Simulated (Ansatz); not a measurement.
**SiMo3: generalised stacking fault**

All numbers below come from DFT PBE, scalar-relativistic, plane waves, PAW in Ansatz. Cutoff 420 eV, Γ-centred 8×8×4 k-points, Gaussian smearing of 0.15 eV. No spin polarisation. Energies are free energies at this smearing, counted from the undisturbed cell; pressure is positive in compression.

The starting cell (relaxed at this level; it needn't be the usual structure):

```yaml
crystal:
  lattice:
    - [0.00000, -4.90645, 0.00000]
    - [0.00000, 0.00000, -4.90645]
    - [9.81291, 0.00000, 0.00000]
  atoms:
    - { symbol: Si, position: [0.00000, 0.00000, 0.43750] }
    - { symbol: Si, position: [0.00000, 0.00000, 0.93750] }
    - { symbol: Si, position: [0.50000, 0.50000, 0.18750] }
    - { symbol: Si, position: [0.50000, 0.50000, 0.68750] }
    - { symbol: Mo, position: [0.00000, 0.50000, 0.06250] }
    - { symbol: Mo, position: [0.00000, 0.50000, 0.56250] }
    - { symbol: Mo, position: [0.25000, 0.00000, 0.18750] }
    - { symbol: Mo, position: [0.25000, 0.00000, 0.68750] }
    - { symbol: Mo, position: [0.00000, 0.50000, 0.31250] }
    - { symbol: Mo, position: [0.00000, 0.50000, 0.81250] }
    - { symbol: Mo, position: [0.75000, 0.00000, 0.18750] }
    - { symbol: Mo, position: [0.75000, 0.00000, 0.68750] }
    - { symbol: Mo, position: [0.50000, 0.25000, 0.93750] }
    - { symbol: Mo, position: [0.50000, 0.25000, 0.43750] }
    - { symbol: Mo, position: [0.50000, 0.75000, 0.93750] }
    - { symbol: Mo, position: [0.50000, 0.75000, 0.43750] }
```

The cut lies on the cell's a–b face, a (1 0 0) plane (indices in the standard cell, whose axes needn't be the Cartesian ones shown) of area 24.07 Å², between layers 1.23 Å apart. Vector c is tilted by f times 1·a − 1·b (length 6.939 Å) with the atoms' Cartesian places fixed: one unrelaxed fault a cell. The cell is metallic on the mesh throughout.

```
     f  γ (mJ/m²) shear traction, the slope of γ along the slip (GPa)
0.0000          0                                                  0.0
0.1667          ?                                                    ?
0.3333      14893                                                107.4
0.5000      12996                                                  0.0
```

Task: Give the withheld values.

Result: γ (mJ/m²) at f = 0.1667: 3714; shear traction, the slope of γ along the slip (GPa) at f = 0.1667: 58.7.

Cost: 4 runs of about 18 core-minutes in all, on Oxide Virtual Turin-like Processor (Zen 5) (shared hosts).